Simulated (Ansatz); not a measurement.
Wanted: the native input for an Ansatz 0.2.0 run.

```
Task                : relaxation of cell and atoms
Functional          : PBE
Potentials or basis : Ansatz PAW
Cutoff              : 420 eV (not typed: the program's choice for these potentials)
k mesh              : 7 × 7 × 6
Occupations         : fermi-dirac, width 0.05 eV
Spin                : no spin polarisation
Hubbard terms       : Ti d U = 1 eV
Hubbard projectors  : ortho-atomic (the default)
Double counting     : fll (the default)
```

BaTiO3:

```xyz
10
Lattice="4.5339 -2.9380 -2.8445 -4.1792 -2.1732 2.5787 -4.6762 2.6714 -2.7780" Properties=species:S:1:pos:R:3 pbc="T T T"
Ba    0.0840   -2.6676   -2.9251
Ba    0.3596   -5.0980   -0.2695
Ti   -2.2602   -0.0254   -2.8155
Ti   -2.0304   -2.4394   -0.1341
O     0.1677   -2.5637   -0.1876
O    -0.0743   -0.1457   -2.8591
O    -2.1593   -1.1997   -1.5176
O    -6.5741   -0.9440   -1.6257
O    -2.3575    1.3116   -1.4278
O    -2.0878   -1.1006    1.2786
```

These files were run (other wordings do the same):

input.yaml

```yaml
crystal:
  lattice:
    - [4.53387605, -2.93796388, -2.84448813]
    - [-4.17915424, -2.17324007, 2.57872365]
    - [-4.67623927, 2.67137974, -2.77803116]
  atoms:
    - { symbol: Ba, position: [0.99294384, 0.49864198, 0.49912084] }
    - { symbol: Ba, position: [0.99811969, 0.99663923, 0.000137] }
    - { symbol: Ti, position: [0.49526869, 0.25090263, 0.73929018] }
    - { symbol: Ti, position: [0.49332958, 0.75157672, 0.24081355] }
    - { symbol: O, position: [0.5108239, 0.50216355, 0.01062875] }
    - { symbol: O, position: [0.51040972, 0.0023124, 0.5087025] }
    - { symbol: O, position: [0.49548448, 0.49573515, 0.49912776] }
    - { symbol: O, position: [0.49557131, 0.99266336, 0.99920158] }
    - { symbol: O, position: [0.01119185, 0.00686691, 0.50886708] }
    - { symbol: O, position: [0.00441694, 0.50249807, 0.00167076] }
hamiltonian:
  xc: pbe
  pseudopotentials: { kind: paw }
  hubbard: { sites: [{ species: Ti, l: d, u_eff: 1.0 }] }
kpoints:
  mp_grid: { grid: [7, 7, 6] }
scf:
  occupations: { method: fermi_dirac, width: 0.05 }
output:
  forces: true
  stress: true
  eigenvalues: true
relax:
  f_tol: 0.01
  max_steps: 40
  cell: { stress_tol: 0.05 }
```

Potentials or basis: Ansatz PAW.

The run is started by

```console
$ ansatz run input.yaml --threads 4 --pin off --max-ram 11264MiB --backend cpu --events-out ev --progress --plain --runs-dir out
```

It gave:

- Relaxed volume: 13.37 Å³/atom
- Relaxed cell: a = 5.730 Å, b = 5.725 Å, c = 5.752 Å, α = 89.81°, β = 119.91°, γ = 120.06°
- Space group after relaxing (to 0.05 Å): R3m (No. 160)
- Energy gained by relaxing: 328.3 meV/atom
- Ionic steps: 21
- Pressure after relaxing: 0.0 GPa
- Band gap on the k mesh: 2.62 eV

Caveat: the electronic state changed during the relaxation; odd divisions of the mesh miss points on the zone boundary, where band edges often lie, so the gap on the mesh can be too wide; the plane-wave basis is chosen anew once the cell has moved, so the energies of steps on either side of that aren't comparable; the pressure holds a Pulay correction of +0.5 GPa for the finite cutoff; spin-orbit coupling is left out, which moves the levels of the heavy elements.

It took 15 min on 4 threads of Arm Neoverse V1, on a shared host, peak memory 1.5 GiB.
